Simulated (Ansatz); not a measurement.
# A film clamped to a substrate in HfN

The calculation used DFT PBEsol, scalar-relativistic, plane waves, PAW (Ansatz 0.2.0). Settings: plane waves to 420 eV, k-mesh 22×22×22 (Γ-centred), Gaussian smearing 0.15 eV. Spin–orbit coupling is left out, which matters for the heavy elements here. No spin polarisation. Energies are free energies at this smearing, counted from the undisturbed cell; pressure is positive in compression.

Reference structure (relaxed at this level):

```yaml
crystal:
  lattice:
    - [0.00000, 2.25078, 2.25078]
    - [2.25078, 0.00000, 2.25078]
    - [2.25078, 2.25078, 0.00000]
  atoms:
    - { symbol: Hf, position: [0.00000, 0.00000, 0.00000] }
    - { symbol: N, position: [0.50000, 0.50000, 0.50000] }
```

The cell (2 atoms, V0 = 22.80 Å³) is strained by p along both x and y and by q along z, fractional coordinates fixed. τp = (1/V0) ∂E/∂p = (σxx + σyy)(1 + p)(1 + q) and τq = (1/V0) ∂E/∂q = σzz(1 + p)², with tension positive.

| p | q | ΔE (meV/atom) | τp (GPa) | τq (GPa) |
| --- | --- | --- | --- | --- |
| 0.000 | 0.000 | 0.00 | -0.01 | 0.00 |
| -0.025 | 0.000 | 36.25 | -42.65 | -5.48 |
| 0.025 | 0.000 | 30.14 | 32.36 | 5.49 |
| 0.000 | -0.025 | 15.60 | -5.61 | -18.40 |
| 0.000 | 0.025 | 12.72 | 5.37 | 13.60 |

**Question.** Get the second derivatives of the energy density.

**Answer.** Central differences give A = ∂τp/∂p = 1500 GPa (C11 + C22 + 2 C12), C = ∂τq/∂q = 640 GPa (C33) and the cross term B = ∂τq/∂p = 219 GPa (C13 + C23); ∂τp/∂q = 220 GPa must equal B, and any difference shows higher-order terms. The ions are clamped. In a cubic crystal C11 = C = 640, C12 = B/2 = 110 GPa and A should be 2(C11 + C12) = 1500 GPa; the bulk modulus is (C11 + 2 C12)/3 = 286 GPa.

**Question.** A film of this crystal grows with z along the normal on a substrate that imposes p. How does its thickness respond, and what does the misfit cost?

**Answer.** Count p and q from the stress-free cell. A free surface needs τq = 0, so q = −(B/C) p = -0.34 p. The energy density left is (A − B²/C) p²/2 = M p², with the biaxial modulus M = 713 GPa; a misfit of 1 % costs 5.07 meV/atom, against 5.34 meV/atom if the thickness were held.

At p = -0.050 the energies along q are 268.8 (q = -0.050), 194.7 (q = -0.025), 159.4 (q = 0.000), 153.5 (q = 0.025), 169.2 (q = 0.050) meV/atom.

**Question.** Does the linear rule hold at this misfit?

**Answer.** A parabola through the lowest point and its neighbours has its minimum at q = 0.019, 152.9 meV/atom. With the stress left in the starting cell, τp0 and τq0, linear elasticity gives q = −(τq0 + Bp)/C = 0.017 and E = V0(τp0 p + τq0 q + Ap²/2 + Bpq + Cq²/2)/N = 126.8 meV/atom. The energies differ by more than a tenth, so the quadratic law fails here: the gap holds the anharmonic part, with some error from the wide steps. Cubic terms also shift the vertex of so wide a parabola.

In a metal these slopes depend on the k mesh and the smearing.

HfN resists stretching along a cube axis far more strongly than it couples that strain to the transverse directions, as C11 = 640 GPa against C12 = 110 GPa shows. In rocksalt the Hf–N bonds lie along the cube axes, so axial strain works directly against the Hf 5d–N 2p σ overlap and the short-range repulsion, while perpendicular bonds respond only weakly. A free surface therefore recovers little of the misfit energy, lowering it from 5.34 to 5.07 meV/atom at 1 % misfit. Clamping the ions costs nothing here, because both sites remain inversion centres under these strains.

Compression costs more than equal extension in both strain directions, as expected from steeply rising repulsion between the ion cores. This explains why the quadratic law underestimates the energy at p = -0.050, although it predicts the thickness change fairly well. For a film under tension the same law would probably overestimate the cost. Films of other orientations would also need the shear constant C44, which these strains do not probe.
